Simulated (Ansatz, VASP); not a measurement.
**Two plane-wave programs on Au**

```
Au
1.0
     2.66388    0.00000    0.00000
    -1.33194    2.30698    0.00000
     0.00000    0.00000    2.61616
Au
1
Direct
  0.00000 0.00000 0.00000
```

Alike in both runs: functional LDA; k mesh 16 × 16 × 15; occupations fermi-dirac, width 0.1 eV; no spin polarisation.

Ansatz relaxed the structure, and its values are those at the end. VASP's run is a single point on that final structure, the one shown.

|  | VASP | Ansatz |
| --- | --- | --- |
| version | VASP 6.6.1 | Ansatz 0.2.0 |
| potentials or method | VASP PAW LDA potentials, release 64 (Au) | PAW with Ansatz's default frozen-core files, scalar-relativistic |
| plane-wave cutoff (eV) | 520 | 420 |
| valence electrons in the cell | 11 | 19 |

VASP gave:

| Item | Value |
| --- | --- |
| pressure (GPa) | 23.7 |

Problem. What did Ansatz give for the same quantities?

Solution. Pressure (GPa): 23.0.

The two sets of potentials don't hold the same shells in valence.

Caveats: so large a pressure means that the cell lies far from this level's equilibrium, or that cutoff or potentials fall short (VASP). The runs have no spin-orbit coupling, so splittings on Au are missing.
